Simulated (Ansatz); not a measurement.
# Li: relaxation step by step

The cell of Li is invented: random cell by space group and Wyckoff sites (I4_1/amd, No. 141). The dimensions are guesses.

```
Li
1.0
    -3.09769    3.09769    2.41243
     3.09769   -3.09769    2.41243
     3.09769    3.09769   -2.41243
Li
4
Direct
  0.73417 0.73417 0.00000
  0.48417 0.98417 0.50000
  0.26583 0.26583 0.00000
  0.01583 0.51583 0.50000
```

Theory: DFT PBE, scalar-relativistic, plane waves, PAW (Ansatz). Cutoff 420 eV, Gaussian smearing, Γ-centred meshes. Cell and atoms relax first on a coarse mesh and then on a finer one. In between, the cell is made exact in the group found at 0.06 Å. In metals the finer mesh still leaves noise of several meV/atom or more. The steps can't lower the symmetry of their start. No spin polarisation.

Steps on the 4×4×4 mesh (4 atoms, 12 steps). The free energy counts from the last step; some steps are skipped; the plane-wave basis is renewed at times, which shifts energy and pressure.

| step | ΔF (meV/atom) | V (Å³/atom) | P (GPa) | largest force component (eV/Å) |
| --- | --- | --- | --- | --- |
| 1 | 312.3 | 23.15 | -0.33 | 0.555 |
| 2 | 179.8 | 21.99 | -0.41 | 0.228 |
| 3 | 107.2 | 20.67 | 0.21 | 0.087 |
| 5 | 36.4 | 19.85 | 0.46 | 0.030 |
| 6 | 22.4 | 19.82 | 0.34 | 0.030 |
| 7 | 11.7 | 19.54 | 0.45 | 0.123 |
| 8 | 5.1 | 19.59 | 0.30 | 0.053 |
| 10 | 1.1 | 19.70 | 0.39 | 0.002 |
| 11 | 0.0 | 20.02 | 0.16 | 0.000 |
| 12 | 0.0 | 20.02 | 0.16 | 0.000 |

The relaxed structure, after a last relaxation on the converged mesh:

```xyz
1
Lattice="-1.7429 1.7429 1.6664 1.7429 -1.7429 1.6664 1.7429 1.7429 -1.6664" Properties=species:S:1:pos:R:3 pbc="T T T"
Li    0.0000    0.0000    1.6664
```

The symmetry goes from I4_1/amd (No. 141) to I4/mmm (No. 139), and the primitive cell from 4 to 1 atom. The volume per atom shrinks by 12.5 %, from 23.1 to 20.2 Å³. The shortest distance goes from 2.26 Å (Li–Li) to 2.98 Å (Li–Li). The energy falls by about 0.31 eV/atom (the start's value is from the coarse mesh). The end is written in a standard setting, so origin, axes and order of atoms can differ from the start's. Around Li lie 8 Li at 2.98 Å and 6 Li at 3.33–3.49 Å.

* Volume per atom: 20.25 Å³
* Density: 0.57 g/cm³
* Energy over the standard state: 0.00 eV/atom
* Gap on the 22×22×22 mesh of the 1-atom cell: 0 eV (a metal)

Energies count from the standard state of Li at the same level.

The last run used Gaussian smearing of 0.10 eV. For metals, differences of a few meV/atom aren't resolved. A structure relaxed within its symmetry needn't be a true minimum. In all, the 4 runs took 39 s on 1 thread of Arm Neoverse V2, on a shared host.
